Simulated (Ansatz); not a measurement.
Crystal: InPd.

```
In Pd
1.0
     0.00000    2.74607    2.74607
     2.74607    0.00000    2.74607
     2.74607    2.74607    0.00000
In Pd
1 1
Direct
  0.00000 0.00000 0.00000
  0.50000 0.50000 0.50000
```

The cell was built by a generator and needn't be a form met in nature.

```yaml
Program: Ansatz 0.2.0
Task: relaxation of cell and atoms
Functional: r2SCAN
Potentials_or_basis: Ansatz PAW
Cutoff: "500 eV (not typed: the program's choice for these potentials)"
k_mesh: 8 × 8 × 8
Occupations: fermi-dirac, width 0.05 eV
Spin: no spin polarisation
```

At the start: volume 20.71 Å³/atom.

How do energy, volume and symmetry change on relaxing?

It ends after 5 steps and the volume is 20.05 Å³/atom (-3.2 %); space group Fm-3m (No. 225, to 0.05 Å).

Step by step:
```
step  energy change (eV)  largest force (eV/Å)  volume (Å³)
   1              0.0000                0.0000        41.42
   2             -0.0041                0.0000        38.97
   3             -0.0134                0.0000        40.17
   4             -0.0135                0.0000        40.09
   5             -0.0126                0.0000        40.09
```

Final structure:
```
In Pd
1.0
     0.00000    2.71651    2.71651
     2.71651    0.00000    2.71651
     2.71651    2.71651    0.00000
In Pd
1 1
Direct
  0.00000 0.00000 0.00000
  0.50000 0.50000 0.50000
```

Caveat: the plane-wave basis is chosen anew once the cell has moved, so the energies of steps on either side of that aren't comparable; the PAW data sets come from PBE, with cores solved anew for the run's functional, which leaves a small shift of forces and pressure.
